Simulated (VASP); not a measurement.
# SrO (Fm-3m) in VASP: notebook

One crystal, SrO, is run at these levels: HSEsol, PBE, LDA, r2SCAN; tasks: electric field gradients, band structure.

All numbers are computed with VASP 6.6.1; they aren't measurements. Logs are shortened: lines on timing, memory, paths and dates and some standing lists are left out, and cuts for length are marked.

## Step 1: The structure

It takes space group Fm-3m (No. 225, cubic). Conventional cell: a = 5.133 Å, b = 5.133 Å, c = 5.133 Å, α = 90.00°, β = 90.00°, γ = 90.00°. Around Sr (site symmetry m-3m) lie 6 O at 2.57 Å. O (site symmetry m-3m) has 6 Sr at 2.57 Å as nearest neighbours.

## Step 2: Electric field gradients, HSEsol

POSCAR

```
SrO
1.0
    0.0000000000      2.5663000000      2.5663000000
    2.5663000000      0.0000000000      2.5663000000
    2.5663000000      2.5663000000      0.0000000000
Sr O
1 1
Direct
    0.5000000000      0.5000000000      0.5000000000
    0.0000000000      0.0000000000      0.0000000000
```

INCAR.step1

```
SYSTEM = SrO
PREC = Accurate ; ENCUT = 200
ISMEAR = -5 ; SIGMA = 0.05
LREAL = .False. ; LASPH = .True.
NELM = 80 ; ALGO = Normal
ISIF = 2 ; LWAVE = .True.
LCHARG = .False. ; NELMIN = 4
GGA = PE ; EDIFF = 1E-5
```

INCAR.step2

```
SYSTEM = SrO
PREC = Accurate ; ENCUT = 200
EDIFF = 1E-8 ; ISMEAR = -5
SIGMA = 0.05 ; LREAL = .False.
LASPH = .True. ; NELM = 80
ALGO = Normal ; ISIF = 2
LWAVE = .False. ; LCHARG = .False.
GGA = PS ; LHFCALC = .True.
HFSCREEN = 0.2 ; PRECFOCK = Fast
LEFG = .True. ; NELMIN = 4
ISTART = 1
```

KPOINTS

```
regular mesh
0
Gamma
  5 5 5
  0 0 0
```

Potentials or basis: VASP PAW PBE potentials, release 64 (Sr_sv, O_s).

Command:

```bash
cat potpaw_PBE.64/Sr_sv/POTCAR potpaw_PBE.64/O_s/POTCAR > POTCAR
cp INCAR.step1 INCAR
mpirun -np 1 vasp_std > vasp.out
cp INCAR.step2 INCAR
mpirun -np 1 vasp_std > vasp.out
```

OUTCAR:

```text
SYSTEM = SrO
   PREC = Accurate
   ENCUT = 200
   EDIFF = 1E-8
   ISMEAR = -5
   LREAL = .False.
   LASPH = .True.
   NELM = 80
   ISIF = 2
   GGA = PS
   LHFCALC = .True.
   HFSCREEN = 0.2
   PRECFOCK = Fast
   NELMIN = 4
   ISTART = 1

 ion  position               nearest neighbor table
   1  0.500  0.500  0.500-   2 2.57   2 2.57   2 2.57   2 2.57   2 2.57   2 2.57
   2  0.000  0.000  0.000-   1 2.57   1 2.57   1 2.57   1 2.57   1 2.57   1 2.57

  LATTYP: Found a face centered cubic cell.
 ALAT       =     5.1326000000

  Lattice vectors:

 A1 = (   0.0000000000,   2.5663000000,   2.5663000000)
 A2 = (   2.5663000000,   0.0000000000,   2.5663000000)
 A3 = (   2.5663000000,   2.5663000000,   0.0000000000)

Analysis of symmetry for initial positions (statically):
=====================================================================
 Subroutine PRICEL returns:
 Original cell was already a primitive cell.

 Routine SETGRP: Setting up the symmetry group for a
 face centered cubic supercell.

 Subroutine GETGRP returns: Found 48 space group operations
 (whereof 48 operations were pure point group operations)
 out of a pool of 48 trial point group operations.

The static configuration has the point symmetry O_h .

Analysis of symmetry for dynamics (positions and initial velocities):
=====================================================================
 Subroutine PRICEL returns:
 Original cell was already a primitive cell.

 Routine SETGRP: Setting up the symmetry group for a
 face centered cubic supercell.

 Subroutine GETGRP returns: Found 48 space group operations
 (whereof 48 operations were pure point group operations)
 out of a pool of 48 trial point group operations.

The dynamic configuration has the point symmetry O_h .

 Subroutine INISYM returns: Found 48 space group operations
 (whereof 48 operations are pure point group operations),
 and found     1 'primitive' translations

----------------------------------------------------------------------------------------

                                     Primitive cell

  volume of cell :      33.8028

  direct lattice vectors                    reciprocal lattice vectors
     0.000000000  2.566300000  2.566300000    -0.194833028  0.194833028  0.194833028
     2.566300000  0.000000000  2.566300000     0.194833028 -0.194833028  0.194833028
     2.566300000  2.566300000  0.000000000     0.194833028  0.194833028 -0.194833028

  length of vectors
     3.629296265  3.629296265  3.629296265     0.337460704  0.337460704  0.337460704

  position of ions in fractional coordinates (direct lattice)
     0.500000000  0.500000000  0.500000000
     0.000000000  0.000000000  0.000000000

  ion indices of the primitive-cell ions
   primitive index   ion index
                 1           1
                 2           2

----------------------------------------------------------------------------------------

 KPOINTS: regular mesh

Automatic generation of k-mesh.
 Grid dimensions read from file:
 generate k-points for:    5    5    5

 Generating k-lattice:

  Cartesian coordinates                     Fractional coordinates (reciprocal lattice)
    -0.038966606  0.038966606  0.038966606     0.200000000  0.000000000  0.000000000
     0.038966606 -0.038966606  0.038966606     0.000000000  0.200000000  0.000000000
     0.038966606  0.038966606 -0.038966606     0.000000000  0.000000000  0.200000000

  Length of vectors
     0.067492141  0.067492141  0.067492141

  Shift w.r.t. Gamma in fractional coordinates (k-lattice)
     0.000000000  0.000000000  0.000000000

 TETIRR: Found     24 inequivalent tetrahedra from      750

[... 31 lines left out ...]
   LSORBIT =      F    spin-orbit coupling
   LASPH  =      T    aspherical Exc in radial PAW
   ENCUT  =  200.0 eV  14.70 Ry    3.83 a.u.   4.18  4.18  4.18*2*pi/ulx,y,z
   NELM   =     80;   NELMIN=  4; NELMDL=  0     # of ELM steps
   EDIFF  = 0.1E-07   stopping-criterion for ELM
   LREAL  =      F    real-space projection
   EDIFFG = 0.1E-06   stopping-criterion for IOM
   NSW    =      0    number of steps for IOM
   IBRION =     -1    ionic relax: 0-MD 1-quasi-New 2-CG
   NFREE  =      0    steps in history (QN), initial steepest desc. (CG)
   ISIF   =      2    stress and relaxation
   ISYM   =      3    0-nonsym 1-usesym 2-fastsym
   POTIM  = 0.5000    time-step for ionic-motion
   TEBEG  =    0.0;   TEEND  =   0.0 temperature during run
   PSTRESS=    0.0 pullay stress
   NELECT =      16.0000    total number of electrons
   NUPDOWN=      -1.0000    fix difference up-down
   EMIN   =  10.00;   EMAX   =-10.00  energy-range for DOS
   EFERMI =   0.00;   METHOD = LEGACY
   ISMEAR =    -5;   SIGMA  =   0.05  broadening in eV -4-tet -1-fermi 0-gaus
   EFERMI_NEDOS =   21; number of points for ismear=-14 and -15
   IALGO  =     38    algorithm
   IMIX   =      1    mixing-type and parameters
     AMIX     =   0.40;   BMIX     =  1.00
     AMIX_MAG =   1.60;   BMIX_MAG =  1.00
  volume/ion in A,a.u.               =      16.90       114.06
  Fermi-wavevector in a.u.,A,eV,Ry     =   1.275843  2.410995 22.147245  1.627777
  Thomas-Fermi vector in A             =   2.408533
   LORBIT       =      0    0 simple, 1 ext, 2 COOP (PROOUT), +10 PAW based schemes
   GGA     = PS    functional components
   LHFCALC =     T    Hartree Fock is set to
   PRECFOCK=fast      Normal, Fast or Accurate (Low or Medium for compatibility)
   ENCUT4O =  -1.0   cutoff for four orbital integrals eV
   NKREDX  =     1    reduce k-point grid by
   NKREDY  =     1    reduce k-point grid by
   NKREDZ  =     1    reduce k-point grid by
   AEXX    =    0.2500 exact exchange contribution
   HFSCREEN=    0.2000 screening length (either q_TF or 0.3 A-1)
   HFSCREENC=   0.2000 screening length for correlation (either q_TF or 0.3 A-1)
   ENCUTFOCK=  -1.0 apply spherical cutoff to Coloumb kernel
   IVDW    =     0    specifies the selected vdW correction
   LEPSILON=     F    determine dielectric tensor
   LRPA    =     F    only Hartree local field effects (RPA)
 non-spin polarized calculation
 Fermi weights with tetrahedron method with Bloechl corrections
  energy-cutoff  :      200.00
  volume of cell :       33.80
 maximum number of plane-waves:       229
 NGX is ok and might be reduce to    18
  NGX = 10; NGY = 10; NGZ = 10

 number of electron      15.9999995 magnetization

 Free energy of the ion-electron system (eV)
  ---------------------------------------------------
  ext. energy  EPLUGINS =         0.00000000
  ---------------------------------------------------
  free energy    TOTEN  =       -14.61463108 eV

  energy without entropy =      -14.61463108  energy(sigma->0) =      -14.61463108

 E-fermi :   0.5952     XC(G=0):  -8.4594

 val. band max:        0.5786597110   @ k =   0.0000   0.0000   0.0000
 cond. band min:       5.5223651708   @ k =   0.4000   0.4000   0.0000
 fundamental gap:      4.9437054598
 Fermi energy:         0.5951587924

 k-point     1 :       0.0000    0.0000    0.0000
  band No.  band energies     occupation
      1     -33.5868      2.00000
      2     -15.9691      2.00000
      3     -13.9228      2.00000
      4     -13.9228      2.00000
      5     -13.9223      2.00000
      6       0.5765      2.00000
      7       0.5766      2.00000
      8       0.5787      2.00000
      9       6.0951      0.00000
     10       8.5048      0.00000
     11       8.5048      0.00000
     12       8.5049      0.00000
[... 121 lines left out ...]
 k-point    10 :      -0.4000    0.4000    0.2000
  band No.  band energies     occupation
      1     -33.3965      2.00000
      2     -16.6211      2.00000
      3     -14.5156      2.00000
      4     -14.4638      2.00000
      5     -13.5118      2.00000
      6      -0.6889      2.00000
      7      -0.1765      2.00000
      8       0.1765      2.00000
      9       7.4811      0.00000
     10       9.3291      0.00000
     11      11.2259      0.00000
     12      12.9874      0.00000

------------------------ aborting loop because EDIFF is reached ----------------------------------------

  FORCE on cell =-STRESS in cart. coord.  units (eV):
  Direction    XX          YY          ZZ          XY          YZ          ZX
  --------------------------------------------------------------------------------------
  -------------------------------------------------------------------------------------
  Total       -6.4257448     -6.4257448     -6.4257448     -0.0000000      0.0000000      0.0000000
  in kB     -304.5662597   -304.5662597   -304.5662597     -0.0000000      0.0000000      0.0000000
  external PRESSURE =    -304.5662597 kB  Pullay stress =       0.0000000 kB

 VOLUME and BASIS-vectors are now :
 -----------------------------------------------------------------------------
  energy-cutoff  :      200.00
  volume of cell :       33.80
      direct lattice vectors                 reciprocal lattice vectors
     0.000000000  2.566300000  2.566300000    -0.194833028  0.194833028  0.194833028
     2.566300000  0.000000000  2.566300000     0.194833028 -0.194833028  0.194833028
     2.566300000  2.566300000  0.000000000     0.194833028  0.194833028 -0.194833028

 POSITION                                       TOTAL-FORCE (eV/Angst)
 -----------------------------------------------------------------------------------
      2.56630      2.56630      2.56630         0.000000      0.000000      0.000000
      0.00000      0.00000      0.00000        -0.000000      0.000000     -0.000000
 -----------------------------------------------------------------------------------
    total drift:                               -0.000001      0.000000      0.000000

  FREE ENERGIE OF THE ION-ELECTRON SYSTEM (eV)
  ---------------------------------------------------
  free  energy   TOTEN  =       -14.6146310793 eV

  energy  without entropy=      -14.6146310793  energy(sigma->0) =      -14.61463108

 Electric field gradients (V/A^2)
---------------------------------------------------------------------
 ion       V_xx      V_yy      V_zz      V_xy      V_xz      V_yz
---------------------------------------------------------------------
   1       0.002    -0.002     0.001     0.092     0.017     0.190
   2       0.000    -0.000     0.000     0.029     0.014     0.047
---------------------------------------------------------------------

 Electric field gradients after diagonalization (V/A^2)
 (convention: |V_zz| > |V_xx| > |V_yy|)
----------------------------------------------------------------------
 ion       V_xx      V_yy      V_zz     asymmetry (V_yy - V_xx)/ V_zz
----------------------------------------------------------------------
   1      -0.206    -0.012     0.218       0.890
   2      -0.050    -0.012     0.062       0.608
----------------------------------------------------------------------

           NMR quadrupolar parameters

 Cq : quadrupolar parameter    Cq=e*Q*V_zz/h
 eta: asymmetry parameters     (V_yy - V_xx)/ V_zz
 Q  : nuclear electric quadrupole moment in mb (millibarn)
----------------------------------------------------------------------
 ion       Cq(MHz)       eta       Q (mb)
----------------------------------------------------------------------
   1       0.001       0.890       1.000
   2       0.000       0.608       1.000
----------------------------------------------------------------------
```

Run time: 98 s. Hardware: 1 thread of AMD EPYC 9R45 (Zen 5), shared host; peak memory 0.18 GiB.

The run converged, but a check on its numbers failed (symmetry, net force, bounds or a known fault of this set-up), so they aren't taken as properties of the crystal.

Caveat: the k mesh is coarse (spacing up to 0.42 Å⁻¹), so the values aren't converged, least of all with exact exchange; the cutoff lies under the usual one of these potentials, so the numbers hold a large basis-set error; a pressure of tens of GPa on the cell as given is suspect, and the run, the potentials or the cell itself is likely at fault; the PAW data sets were made with another functional, which shifts forces and pressure a little; an odd mesh through Γ misses points on the zone boundary, where band edges often lie.

(Continued in part 2 of 2.)
